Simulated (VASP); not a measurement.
SiC (Moissanite 6H):

```
CELL_PARAMETERS angstrom
3.09500 0.00000 0.00000
-1.54750 2.68035 0.00000
0.00000 0.00000 15.17000
ATOMIC_POSITIONS crystal
Si 0.00000 0.00000 0.12500
Si 0.00000 0.00000 0.62500
Si 0.33333 0.66667 0.29170
Si 0.66667 0.33333 0.79170
Si 0.33333 0.66667 0.95830
Si 0.66667 0.33333 0.45830
C 0.00000 0.00000 0.00000
C 0.00000 0.00000 0.50000
C 0.33333 0.66667 0.16670
C 0.66667 0.33333 0.66670
C 0.33333 0.66667 0.83330
C 0.66667 0.33333 0.33330
```

```yaml
Program: VASP 6.6.1
Task: relaxation of cell and atoms
Functional: LDA
Potentials_or_basis: VASP PAW LDA potentials, release 64 (Si, C)
Cutoff: 600 eV
k_mesh: 12 × 12 × 2
Occupations: gaussian, width 0.03 eV
Spin: no spin polarisation
```

At the start: pressure -7.0 GPa; volume 10.49 Å³/atom.

Question: Where does the relaxation end?

Answer: Over 7 steps the energy falls by 7.7 meV/atom and the volume is 10.15 Å³/atom (-3.2 %); space group P6_3mc (No. 186, to 0.05 Å).

Step by step:
| step | energy change (eV) | largest force (eV/Å) | pressure (GPa) | volume (Å³) |
| --- | --- | --- | --- | --- |
| 1 | 0.0000 | 0.1437 | -7.05 | 125.85 |
| 2 | 0.0158 | 0.1287 | 8.51 | 117.63 |
| 3 | -0.0926 | 0.0268 | -0.05 | 121.81 |
| 4 | -0.0926 | 0.0266 | 0.10 | 121.73 |
| 5 | -0.0927 | 0.0126 | 0.11 | 121.73 |
| 6 | -0.0927 | 0.0134 | 0.11 | 121.73 |
| 7 | -0.0927 | 0.0089 | -0.09 | 121.83 |

Final structure:
```yaml
crystal:
  lattice:
    - [3.06053, 0.00000, 0.00000]
    - [-1.53026, 2.65050, 0.00000]
    - [0.00000, 0.00000, 15.01905]
  atoms:
    - { symbol: Si, position: [0.00000, 0.00000, 0.12505] }
    - { symbol: Si, position: [0.00000, 0.00000, 0.62505] }
    - { symbol: Si, position: [0.33333, 0.66667, 0.29183] }
    - { symbol: Si, position: [0.66667, 0.33333, 0.79183] }
    - { symbol: Si, position: [0.33333, 0.66667, 0.95830] }
    - { symbol: Si, position: [0.66667, 0.33333, 0.45830] }
    - { symbol: C, position: [0.00000, 0.00000, 0.99967] }
    - { symbol: C, position: [0.00000, 0.00000, 0.49967] }
    - { symbol: C, position: [0.33333, 0.66667, 0.16683] }
    - { symbol: C, position: [0.66667, 0.33333, 0.66683] }
    - { symbol: C, position: [0.33333, 0.66667, 0.83332] }
    - { symbol: C, position: [0.66667, 0.33333, 0.33332] }
```
